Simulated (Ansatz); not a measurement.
BN (F-43m), random displacements

Computed with DFT r2SCAN, scalar-relativistic, plane waves, PAW in Ansatz. Cutoff 500 eV, Γ-centred 6×6×6 k-points, Gaussian smearing of 0.05 eV. No spin polarisation. Energies are free energies at this smearing, counted from the undisturbed cell; pressure is positive in compression.

The undisturbed cell (relaxed at this level):

```xyz
8
Lattice="3.6096 0.0000 0.0000 0.0000 -3.6096 0.0000 0.0000 0.0000 -3.6096" Properties=species:S:1:pos:R:3 pbc="T T T"
B     0.0000    0.0000    0.0000
B     1.8048   -1.8048    0.0000
B     1.8048    0.0000   -1.8048
B     0.0000   -1.8048   -1.8048
N     2.7072   -2.7072   -2.7072
N     0.9024   -0.9024   -2.7072
N     0.9024   -2.7072   -0.9024
N     2.7072   -0.9024   -0.9024
```

The atoms are displaced (Å, in the unstrained cell):

```csv
atom,ux,uy,uz
B1,-0.019,-0.005,-0.038
B2,0.017,-0.005,0.043
B3,-0.010,-0.021,-0.049
B4,-0.008,-0.008,-0.036
N5,-0.004,0.002,0.023
N6,-0.018,0.001,0.068
N7,0.025,0.001,-0.007
N8,0.017,0.036,-0.004
```

Strain (Voigt, engineering shear): (0.0064, 0.0126, 0.0284, 0.0364, -0.0158, -0.0268).

(1) What are the energy change, the stress and the forces?

Results:

(1) ΔE = 75.1 meV/atom; stress (xx, yy, zz, yz, xz, xy; compression positive) (-8.03, -10.80, -21.80, -13.35, 5.06, 10.52) GPa; gap on the mesh 4.03 eV.
```csv
atom,Fx (eV/Å),Fy,Fz
B1,1.10,0.48,0.55
B2,-0.42,0.25,-1.44
B3,0.36,0.72,2.21
B4,0.47,-0.07,2.01
N5,0.00,-0.02,-1.30
N6,0.25,-0.09,-3.00
N7,-0.83,0.14,0.62
N8,-0.93,-1.41,0.35
```

Cost: 1 run of about 0.49 core-minutes, on Oxide Virtual Turin-like Processor (Zen 5) (shared hosts).